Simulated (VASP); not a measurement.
## Vibrations of SiC (Moissanite 3C) at several levels of theory

How much do the zone-centre frequencies of SiC (Moissanite 3C) depend on the functional? The starting structure is a measured crystal structure from the Crystallography Open Database.

Method: Kohn-Sham DFT with plane waves and PAW; LDA, PBEsol, PBE, PBEsol + D3(BJ), r2SCAN, r2SCAN + rVV10 and AM05, in VASP 6.6.1.

### 1. The structure

The structure is cubic, space group F-43m (No. 216). Conventional cell: a = 4.358 Å, b = 4.358 Å, c = 4.358 Å, α = 90.00°, β = 90.00°, γ = 90.00°. Nearest to Si lie 4 C at 1.89 Å. Nearest to C lie 4 Si at 1.89 Å. Farther neighbours are not listed.

Coordinates:

```xyz
2
Lattice="0.0000 2.1790 2.1790 2.1790 0.0000 2.1790 2.1790 2.1790 0.0000" Properties=species:S:1:pos:R:3 pbc="T T T"
Si    0.0000    0.0000    0.0000
C     3.2685    3.2685    3.2685
```

### 2. Modes with LDA

LDA, the lowest rung, knows the local density alone. The cell comes from a relaxation at this level, not shown (20.32 Å³).

Contents of INCAR:

```
SYSTEM = SiC
PREC = Accurate
ENCUT = 520
EDIFF = 1E-08
NELM = 100
ISMEAR = 0
SIGMA = 0.03
LREAL = .FALSE.
ALGO = Normal
GGA = CA
NBANDS = 10
LORBIT = 11
LWAVE = .FALSE.
LCHARG = .FALSE.
KPAR = 8
IBRION = 8
LEPSILON = .TRUE.
LPEAD = .TRUE.
ISIF = 2
```

Contents of POSCAR:

```
SiC
1.0
    0.0000000000      2.1657828511      2.1657828511
    2.1657828511      0.0000000000      2.1657828511
    2.1657828511      2.1657828511      0.0000000000
Si C
1 1
Direct
    0.0000000000      0.0000000000      0.0000000000
    0.7500000000      0.7500000000      0.7500000000
```

Contents of KPOINTS:

```
Automatic mesh
0
Gamma
12 12 12
0 0 0
```

Potentials, in the order of the species: Si and C (LDA family, release 64).

Command:

```bash
$ mpirun -np 8 vasp_std
```

Log:

```text
[banner, memory and clock lines left out]
running    8 mpi-ranks, on    1 nodes
 distrk:  each k-point on    1 cores,    8 groups
 distr:  one band on    1 cores,    1 groups

 POSCAR found type information on POSCAR SiC
 POSCAR found :  2 types and       2 ions
|                                                                             |
|           W    W    AA    RRRRR   N    N  II  N    N   GGGG   !!!           |
|           W    W   A  A   R    R  NN   N  II  NN   N  G    G  !!!           |
|           W    W  A    A  R    R  N N  N  II  N N  N  G       !!!           |
|           W WW W  AAAAAA  RRRRR   N  N N  II  N  N N  G  GGG   !            |
|           WW  WW  A    A  R   R   N   NN  II  N   NN  G    G                |
|           W    W  A    A  R    R  N    N  II  N    N   GGGG   !!!           |
|                                                                             |
|     For optimal performance we recommend to set                             |
|       NCORE = 2 up to number-of-cores-per-socket                            |
|     NCORE specifies how many cores store one orbital (NPAR=cpu/NCORE).      |
|     This setting can greatly improve the performance of VASP for DFT.       |
|     The default, NCORE=1 might be grossly inefficient on modern             |
|     multi-core architectures or massively parallel machines. Do your        |
|     Unfortunately you need to use the default for GW and RPA                |
|     calculations (for HF NCORE is supported but not extensively tested      |
|     yet).                                                                   |
|                                                                             |

 LDA part: xc-table for (Slater(with rela. corr.)+CA(PZ))
 , standard interpolation
 POSCAR, INCAR and KPOINTS ok, starting setup
 FFT: planning ... GRIDC
 FFT: planning ... GRID_SOFT
 FFT: planning ... GRID
 WAVECAR not read
 entering main loop
       N       E                     dE             d eps       ncg     rms          rms(c)
DAV:   1     0.173706501262E+01    0.17371E+01   -0.40431E+03  1512   0.670E+02
DAV:   2    -0.181214277825E+02   -0.19858E+02   -0.18837E+02  1866   0.113E+02
DAV:   3    -0.187306778055E+02   -0.60925E+00   -0.60825E+00  1724   0.169E+01
DAV:   4    -0.187332650772E+02   -0.25873E-02   -0.25871E-02  1656   0.137E+00
DAV:   5    -0.187332766237E+02   -0.11546E-04   -0.11546E-04  1682   0.857E-02    0.926E+00
DAV:   6    -0.167384196939E+02    0.19949E+01   -0.75478E+00  1502   0.132E+01    0.409E+00
DAV:   7    -0.166635620843E+02    0.74858E-01   -0.39126E-01  1686   0.391E+00    0.182E+00
DAV:   8    -0.166430547560E+02    0.20507E-01   -0.27122E-02  1528   0.107E+00    0.177E-01
DAV:   9    -0.166426922429E+02    0.36251E-03   -0.18048E-03  1764   0.248E-01    0.951E-02
DAV:  10    -0.166427062309E+02   -0.13988E-04   -0.11182E-04  1526   0.706E-02    0.318E-02
DAV:  11    -0.166427065492E+02   -0.31836E-06   -0.31186E-06  1716   0.120E-02    0.132E-02
DAV:  12    -0.166427063232E+02    0.22603E-06   -0.67675E-07  1504   0.426E-03    0.598E-04
DAV:  13    -0.166427063270E+02   -0.37694E-08   -0.28968E-08  1590   0.114E-03
   1 F= -.16642706E+02 E0= -.16642706E+02  d E =-.102947E-13
 Linear response reoptimize wavefunctions to high precision
DAV:   1    -0.166427063298E+02   -0.28492E-08   -0.40357E-10  1044   0.144E-04
DAV:   2    -0.166427063298E+02    0.70486E-11   -0.13487E-11   776   0.320E-05
 Linear response to external field (no local field effect), progress :
  Direction:   1
       N       E                     dE             d eps       ncg     rms          rms(c)
RMM:   1    -0.428007192088E+00   -0.42801E+00   -0.17632E+00   864   0.278E+00
RMM:   2    -0.439244967701E+00   -0.11238E-01   -0.32406E-03   864   0.411E-01
RMM:   3    -0.439266619694E+00   -0.21652E-04   -0.18905E-05   864   0.278E-02
RMM:   4    -0.439266742211E+00   -0.12252E-06   -0.18973E-07   863   0.284E-03
RMM:   5    -0.439266742058E+00    0.15274E-09   -0.47234E-09   750   0.295E-04
 change of polarisation eV/A/(eV/A) component  1 :     0.879     0.455     0.080
 dielectric tensor                  component  1 :     8.824     4.054     0.713
 Linear response to external field (no local field effect), progress :
  Direction:   2
       N       E                     dE             d eps       ncg     rms          rms(c)
RMM:   1    -0.414078472674E+00   -0.41408E+00   -0.16863E+00   864   0.268E+00
RMM:   2    -0.424515097514E+00   -0.10437E-01   -0.31706E-03   864   0.396E-01
RMM:   3    -0.424536754480E+00   -0.21657E-04   -0.17926E-05   864   0.272E-02
RMM:   4    -0.424536876350E+00   -0.12187E-06   -0.16345E-07   863   0.269E-03
RMM:   5    -0.424536877158E+00   -0.80762E-09   -0.21365E-09   737   0.276E-04
 change of polarisation eV/A/(eV/A) component  2 :     0.455     0.849    -0.067
 dielectric tensor                  component  2 :     4.054     8.562    -0.600
 Linear response to external field (no local field effect), progress :
  Direction:   3
       N       E                     dE             d eps       ncg     rms          rms(c)
RMM:   1    -0.186111152604E+00   -0.18611E+00   -0.63537E-01   863   0.212E+00
RMM:   2    -0.190152756546E+00   -0.40416E-02   -0.13857E-03   864   0.294E-01
RMM:   3    -0.190162867683E+00   -0.10111E-04   -0.82697E-06   864   0.199E-02
[...]
dielectric tensor                  component  3 :     0.716    -0.600     4.387
 Linear response to external field, progress :
  Direction:   1
       N       E                     dE             d eps       ncg     rms          rms(c)
RMM:   1    -0.342734840062E+00   -0.34273E+00   -0.13616E+00  3359   0.253E+00
RMM:   2    -0.351302810449E+00   -0.85680E-02   -0.25987E-03  3360   0.367E-01    0.864E-01
RMM:   3    -0.341515817447E+00    0.97870E-02   -0.49676E-03  8317   0.419E-01    0.501E-01
RMM:   4    -0.350271331729E+00   -0.87555E-02   -0.60065E-03 10629   0.463E-01    0.749E-02
RMM:   5    -0.352284833985E+00   -0.20135E-02   -0.13062E-04  8710   0.846E-02    0.937E-03
RMM:   6    -0.352371014440E+00   -0.86180E-04   -0.11480E-06  9746   0.842E-03    0.469E-03
RMM:   7    -0.352415046970E+00   -0.44033E-04   -0.75034E-08  9461   0.215E-03    0.286E-04
RMM:   8    -0.352418401047E+00   -0.33541E-05   -0.40116E-09 10746   0.407E-04    0.112E-04
RMM:   9    -0.352417594170E+00    0.80688E-06   -0.34285E-10  8603   0.129E-04    0.188E-05
RMM:  10    -0.352417754350E+00   -0.16018E-06    0.24841E-10  6287   0.317E-05    0.670E-06
 change of polarisation eV/A/(eV/A) component  1 :     0.666     0.169     0.099
 dielectric tensor                  component  1 :     6.934     1.509     0.882
 Linear response to external field, progress :
  Direction:   2
       N       E                     dE             d eps       ncg     rms          rms(c)
RMM:   1    -0.342734797181E+00   -0.34273E+00   -0.13616E+00  3359   0.253E+00
RMM:   2    -0.351302812471E+00   -0.85680E-02   -0.25986E-03  3360   0.367E-01    0.864E-01
RMM:   3    -0.341515969603E+00    0.97868E-02   -0.49662E-03  8318   0.419E-01    0.501E-01
RMM:   4    -0.350271364168E+00   -0.87554E-02   -0.60048E-03 10627   0.463E-01    0.749E-02
RMM:   5    -0.352284805997E+00   -0.20134E-02   -0.13057E-04  8713   0.846E-02    0.937E-03
RMM:   6    -0.352371048259E+00   -0.86242E-04   -0.11465E-06  9744   0.842E-03    0.469E-03
RMM:   7    -0.352415074343E+00   -0.44026E-04   -0.75017E-08  9460   0.215E-03    0.285E-04
RMM:   8    -0.352418440936E+00   -0.33666E-05   -0.35960E-09 10746   0.407E-04    0.112E-04
RMM:   9    -0.352417635844E+00    0.80509E-06   -0.18543E-10  8612   0.128E-04    0.203E-05
RMM:  10    -0.352417788551E+00   -0.15271E-06    0.76094E-10  6345   0.304E-05    0.790E-06
 change of polarisation eV/A/(eV/A) component  2 :     0.120     0.666     0.129
 dielectric tensor                  component  2 :     1.070     6.934     1.145
 Linear response to external field, progress :
  Direction:   3
       N       E                     dE             d eps       ncg     rms          rms(c)
RMM:   1    -0.342734709614E+00   -0.34273E+00   -0.13616E+00  3359   0.253E+00
RMM:   2    -0.351302805920E+00   -0.85681E-02   -0.25988E-03  3360   0.367E-01    0.864E-01
RMM:   3    -0.341515994603E+00    0.97868E-02   -0.49672E-03  8318   0.419E-01    0.501E-01
RMM:   4    -0.350271449839E+00   -0.87555E-02   -0.60065E-03 10629   0.463E-01    0.749E-02
RMM:   5    -0.352284812154E+00   -0.20134E-02   -0.13062E-04  8711   0.846E-02    0.937E-03
RMM:   6    -0.352371050276E+00   -0.86238E-04   -0.11571E-06  9745   0.842E-03    0.469E-03
RMM:   7    -0.352415071695E+00   -0.44021E-04   -0.75740E-08  9461   0.215E-03    0.285E-04
RMM:   8    -0.352418442198E+00   -0.33705E-05   -0.40191E-09 10746   0.407E-04    0.112E-04
RMM:   9    -0.352417635372E+00    0.80683E-06   -0.28868E-10  8608   0.128E-04    0.204E-05
RMM:  10    -0.352417789427E+00   -0.15406E-06    0.75609E-10  6346   0.304E-05    0.792E-06
 change of polarisation eV/A/(eV/A) component  3 :     0.101     0.168     0.666
 dielectric tensor                  component  3 :     0.899     1.492     6.934
 Linear response DOF=           2
 Linear response progress:
  Degree of freedom:   1/  2
       N       E                     dE             d eps       ncg     rms          rms(c)
RMM:   1    -0.163789121196E-01   -0.16379E-01   -0.75284E-03 13168   0.872E-01
RMM:   2    -0.143355016518E-01    0.20434E-02   -0.43377E-04  8620   0.192E-01    0.132E-01
RMM:   3    -0.142634647780E-01    0.72037E-04   -0.12359E-04  8765   0.475E-02    0.752E-02
RMM:   4    -0.143324599062E-01   -0.68995E-04   -0.11698E-04  8859   0.468E-02    0.877E-03
RMM:   5    -0.143154104336E-01    0.17049E-04    0.28687E-06  8978   0.779E-03    0.132E-03
RMM:   6    -0.143136161690E-01    0.17943E-05   -0.31794E-07  9176   0.756E-04    0.638E-04
RMM:   7    -0.143122925591E-01    0.13236E-05   -0.60907E-07  9166   0.244E-04    0.770E-05
RMM:   8    -0.143123085911E-01   -0.16032E-07    0.16799E-08  9528   0.433E-05    0.198E-05
RMM:   9    -0.143123331597E-01   -0.24569E-07    0.17778E-08  9506   0.159E-05    0.327E-06
RMM:  10    -0.143123229408E-01    0.10219E-07    0.72396E-08  8910   0.602E-06    0.990E-07
RMM:  11    -0.143123226437E-01    0.29707E-09    0.73783E-08  5279   0.420E-06    0.692E-08
 first order change of Fermi-energy   0.33276E-04
 force on displaced ion       1 direction 1 : -19.611   0.000   0.000
 Born effective charge ion    1 direction 1 :   2.712   0.000   0.000
 Linear response progress:
  Degree of freedom:   2/  2
       N       E                     dE             d eps       ncg     rms          rms(c)
RMM:   1    -0.126527630530E+00   -0.12653E+00    0.55245E-02 12243   0.208E+00
RMM:   2    -0.123471091536E+00    0.30565E-02   -0.26369E-03  8549   0.408E-01    0.208E-01
RMM:   3    -0.123476012559E+00   -0.49210E-05   -0.80319E-04  8379   0.175E-01    0.103E-01
RMM:   4    -0.124523802434E+00   -0.10478E-02   -0.61615E-04  8437   0.147E-01    0.187E-02
RMM:   5    -0.124501358026E+00    0.22444E-04   -0.11982E-05  8966   0.225E-02    0.184E-03
RMM:   6    -0.124509011651E+00   -0.76536E-05   -0.26590E-07  9244   0.248E-03    0.921E-04
RMM:   7    -0.124504480333E+00    0.45313E-05   -0.13962E-07  9189   0.503E-04    0.933E-05
RMM:   8    -0.124505111844E+00   -0.63151E-06    0.26712E-08  9250   0.100E-04    0.311E-05
RMM:   9    -0.124505050392E+00    0.61452E-07    0.41514E-08  9774   0.300E-05    0.348E-06
RMM:  10    -0.124505071784E+00   -0.21392E-07    0.36495E-08  9486   0.961E-06    0.188E-06
RMM:  11    -0.124505069905E+00    0.18784E-08    0.54896E-08  7442   0.699E-06    0.155E-07
 first order change of Fermi-energy   0.88906E-04
 force on displaced ion       2 direction 1 : -19.607  -0.000  -0.000
 Born effective charge ion    2 direction 1 :  -2.714   0.000   0.000
 Born effective charges drift removed
 Linear response finished
```

It took 22 s on 8 MPI ranks of Intel Xeon 6975P-C (Granite Rapids), shared host; peak memory 2.5 GiB.

Lines that name or quote the potential files are left out of all logs, and their timing lines are given in words.

Parts of OUTCAR (step 2):

```text
ion  position               nearest neighbor table
   1  0.000  0.000  0.000-   2 1.88   2 1.88   2 1.88   2 1.88
   2  0.750  0.750  0.750-   1 1.88   1 1.88   1 1.88   1 1.88

  LATTYP: Found a face centered cubic cell.
 ALAT       =     4.3315657022

 Subroutine GETGRP returns: Found 24 space group operations
 (whereof 24 operations were pure point group operations)

The static configuration has the point symmetry T_d .

 Found     72 irreducible k-points:

   k-points           NKPTS =     72   k-points in BZ     NKDIM =     72   number of bands    NBANDS=     10

   dimension x,y,z NGX =    24 NGY =   24 NGZ =   24
   dimension x,y,z NGXF=    48 NGYF=   48 NGZF=   48

   ENCUT  =  520.0 eV  38.22 Ry    6.18 a.u.   5.69  5.69  5.69*2*pi/ulx,y,z

   NELECT =       8.0000    total number of electrons

 k-points in reciprocal lattice and weights: Automatic mesh
   0.00000000  0.00000000  0.00000000       0.001
   0.08333333  0.00000000  0.00000000       0.005
   0.16666667  0.00000000  0.00000000       0.005
   0.25000000  0.00000000  0.00000000       0.005
   0.33333333  0.00000000  0.00000000       0.005
   0.41666667  0.00000000  0.00000000       0.005
   0.50000000  0.00000000  0.00000000       0.002
   0.08333333  0.08333333  0.00000000       0.003
   0.16666667  0.08333333  0.00000000       0.014
[...]
-0.33333333  0.50000000  0.16666667       0.007
  -0.25000000  0.50000000  0.25000000       0.003

 average (electrostatic) potential at core
       1 -81.6773       2 -48.7688

  Total       -0.0006005     -0.0006005     -0.0006005     -0.0000000      0.0000000     -0.0000000
  in kB       -0.0473521     -0.0473521     -0.0473521     -0.0000000      0.0000000     -0.0000000
  external PRESSURE =      -0.0473521 kB  Pullay stress =       0.0000000 kB

  energy-cutoff  :      520.00
  volume of cell :       20.32
      direct lattice vectors                 reciprocal lattice vectors
     0.000000000  2.165782851  2.165782851    -0.230863403  0.230863403  0.230863403
     2.165782851  0.000000000  2.165782851     0.230863403 -0.230863403  0.230863403
     2.165782851  2.165782851  0.000000000     0.230863403  0.230863403 -0.230863403

 POSITION                                       TOTAL-FORCE (eV/Angst)
 -----------------------------------------------------------------------------------
      0.00000      0.00000      0.00000        -0.000000     -0.000000      0.000000
      3.24867      3.24867      3.24867         0.000000      0.000000     -0.000000
 -----------------------------------------------------------------------------------
    total drift:                               -0.000000     -0.000000     -0.000000

 MACROSCOPIC STATIC DIELECTRIC TENSOR (including local field effects in DFT)
 ------------------------------------------------------
           6.933992     0.000000     0.000000
           0.000000     6.933992     0.000000
           0.000000     0.000000     6.933992
 ------------------------------------------------------

 PIEZOELECTRIC TENSOR (including local field effects)  for field in x, y, z        (C/m^2)
          XX          YY          ZZ          XY          YZ          ZX
  --------------------------------------------------------------------------------
  x     0.00000     0.00000     0.00000     0.00000     0.98706     0.00000
  y     0.00000    -0.00000     0.00000     0.00000     0.00000     0.98706
  z    -0.00000    -0.00000     0.00000     0.98706     0.00000     0.00000

 BORN EFFECTIVE CHARGES (including local field effects) (in |e|, cummulative output)
 ---------------------------------------------------------------------------------
 ion    1
    1     2.71344    -0.00000    -0.00000
    2     0.00000     2.71344    -0.00000
    3     0.00000     0.00000     2.71344
 ion    2
    1    -2.71344     0.00000     0.00000
    2    -0.00000    -2.71344     0.00000
    3    -0.00000    -0.00000    -2.71344

 Eigenvectors and eigenvalues of the dynamical matrix
 ----------------------------------------------------

   1 f  =   23.866707 THz   149.958941 2PiTHz  796.107643 cm-1    98.704723 meV
             X         Y         Z           dx          dy          dz
      0.000000  0.000000  0.000000    -0.547353    0.000000    0.000000
      3.248674  3.248674  3.248674     0.836902   -0.000000    0.000000

   2 f  =   23.866707 THz   149.958941 2PiTHz  796.107643 cm-1    98.704723 meV
             X         Y         Z           dx          dy          dz
      0.000000  0.000000  0.000000     0.000000    0.547353    0.000000
      3.248674  3.248674  3.248674    -0.000000   -0.836902    0.000000

   3 f  =   23.866707 THz   149.958941 2PiTHz  796.107643 cm-1    98.704723 meV
             X         Y         Z           dx          dy          dz
      0.000000  0.000000  0.000000     0.000000    0.000000   -0.547353
      3.248674  3.248674  3.248674     0.000000    0.000000    0.836902

   4 f/i=    0.001034 THz     0.006496 2PiTHz    0.034488 cm-1     0.004276 meV
             X         Y         Z           dx          dy          dz
      0.000000  0.000000  0.000000     0.000000    0.000000    0.836902
      3.248674  3.248674  3.248674     0.000000    0.000000    0.547353

   5 f/i=    0.001034 THz     0.006496 2PiTHz    0.034488 cm-1     0.004276 meV
             X         Y         Z           dx          dy          dz
      0.000000  0.000000  0.000000    -0.823625    0.148477    0.000000
      3.248674  3.248674  3.248674    -0.538670    0.097108    0.000000

   6 f/i=    0.001034 THz     0.006496 2PiTHz    0.034488 cm-1     0.004276 meV
             X         Y         Z           dx          dy          dz
      0.000000  0.000000  0.000000     0.148477    0.823625    0.000000
      3.248674  3.248674  3.248674     0.097108    0.538670    0.000000

 MACROSCOPIC STATIC DIELECTRIC TENSOR IONIC CONTRIBUTION
 ------------------------------------------------------
           3.344099     0.000000     0.000000
           0.000000     3.344099     0.000000
           0.000000     0.000000     3.344099
 ------------------------------------------------------

 ELASTIC MODULI CONTR FROM IONIC RELAXATION (kBar)
 Direction    XX          YY          ZZ          XY          YZ          ZX
 --------------------------------------------------------------------------------
 XX          -0.0000      0.0000      0.0000     -0.0000      0.0000      0.0000
 YY           0.0000     -0.0000      0.0000     -0.0000     -0.0000     -0.0000
 ZZ           0.0000      0.0000     -0.0000      0.0000     -0.0000      0.0000
 XY          -0.0000     -0.0000      0.0000   -272.8459     -0.0000     -0.0000
 YZ           0.0000     -0.0000     -0.0000     -0.0000   -272.8459     -0.0000
 ZX           0.0000     -0.0000      0.0000     -0.0000     -0.0000   -272.8459
 --------------------------------------------------------------------------------

 PIEZOELECTRIC TENSOR IONIC CONTR  for field in x, y, z        (C/m^2)
          XX          YY          ZZ          XY          YZ          ZX
  --------------------------------------------------------------------------------
  x     0.00000    -0.00000    -0.00000    -0.00000    -0.89882    -0.00000
  y     0.00000    -0.00000     0.00000     0.00000    -0.00000    -0.89882
  z    -0.00000    -0.00000     0.00000    -0.89882    -0.00000    -0.00000
```

Energies printed during the response cycles are not total energies of the cell.

LDA: the zone-centre mode is T2 796.1 cm⁻¹.

(Part 1 of 3 ends here.)

[Lines on the potential files, build, host, timing and source positions are cut from VASP's logs without a mark.]

[Logs are printed without paths, hosts, clocks, repeated set-up lines and the standing remarks that a program may print on its own settings, such as how far it seeks lower states.]

[Hosts, paths, dates, database ids (printed as entryN), source tags and the programs' standing remarks are cut or masked in the printed files.]
